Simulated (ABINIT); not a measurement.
Runs of ABINIT 10.8.3 (patched build) on Cl. The structure is orthorhombic, space group Cmce (No. 64). The conventional cell has a = 6.290 Å, b = 4.500 Å, c = 8.210 Å, α = 90.00°, β = 90.00°, γ = 90.00°. Cl (site symmetry m) is surrounded by 1 Cl at 2.02 Å. 

| potentials or basis | cutoff (eV) | fine-grid cutoff | gap on the mesh (eV) | pressure (GPa) | largest force (eV/Å) |
| --- | --- | --- | --- | --- | --- |
| Ansatz PAW PBE default generated set, frozen core | 490 | 979.61 eV | 2.86 | (a) | (c) |
| PseudoDojo NC SR PBE v0.4.1 standard | 952 | - | 2.71 | -0.8 | (b) |
| SG15 NC PBE v1.2 | 844 | - | 2.81 | (d) | 0.09 |
| JTH PAW PBE v2.0 | 816 | 1414.99 eV | 2.84 | -0.5 | 0.13 |

Alike in all rows: task single point; level r2SCAN; no spin polarisation; cell as given; k mesh 6 × 6 × 3; smearing fermi-dirac 0.05 eV.

Problem. Fill in the values left out.

Solution. (a) -0.7; (b) 0.23; (c) 0.21; (d) -0.3.

Caveats: an odd mesh through Γ misses points on the zone boundary, where band edges often lie; the PAW data sets were made with another functional, which shifts forces and pressure a little (some runs); the potentials were made for another functional, which shifts forces and pressure (some runs); the atomic spheres overlap (some runs); a meta-GGA on potentials with a model core is unreliable (some runs).
